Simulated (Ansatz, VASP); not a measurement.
## One calculation of AlN, two programs

```xyz
4
Lattice="2.9824 0.0000 0.0000 -1.4912 2.5828 0.0000 0.0000 0.0000 4.9784" Properties=species:S:1:pos:R:3 pbc="T T T"
Al    0.0000    1.7219    0.0084
Al    1.4912    0.8609    2.4976
N     0.0000    1.7219    1.9083
N     1.4912    0.8609    4.3975
```

Change from the starting cell: strain -0.040 along x and y, +0.000 along z, atoms carried along.

Alike in both runs: task single point; functional r2SCAN; k mesh 12 × 12 × 6; occupations gaussian, width 0.05 eV; no spin polarisation.

|  | VASP | Ansatz |
| --- | --- | --- |
| version | VASP 6.6.1 | Ansatz 0.2.0 |
| potentials or method | VASP PAW PBE potentials, release 64 (Al, N) | scalar-relativistic, plane waves, PAW |
| plane-wave cutoff (eV) | 520 | 500 |
| valence electrons in the cell | 16 | 16 |

|  | VASP | Ansatz | Ansatz less VASP |
| --- | --- | --- | --- |
| gap on the k mesh at the Fermi level (eV) | 5.74 | 5.74 | -0.002 |
| least direct gap on the mesh (eV) | 5.79 | 5.74 | -0.047 |
| pressure (GPa) | 20.9 | 21.2 | +0.26 |
| largest component of the traceless stress (GPa) | 15.22 | 15.00 | -0.221 |
| rms of the force components (eV/Å) | 0.341 | 0.334 | -0.0074 |

Atom by atom the forces differ by 0.007 eV/Å (rms over components). The functional is the same, so the differences come from potentials, cutoffs and numerics.

Caveats: so large a pressure means that the cell lies far from this level's equilibrium, or that cutoff or potentials fall short (VASP); the potentials were made for another functional, which shifts forces and pressure (VASP). A k mesh can miss the band edges.
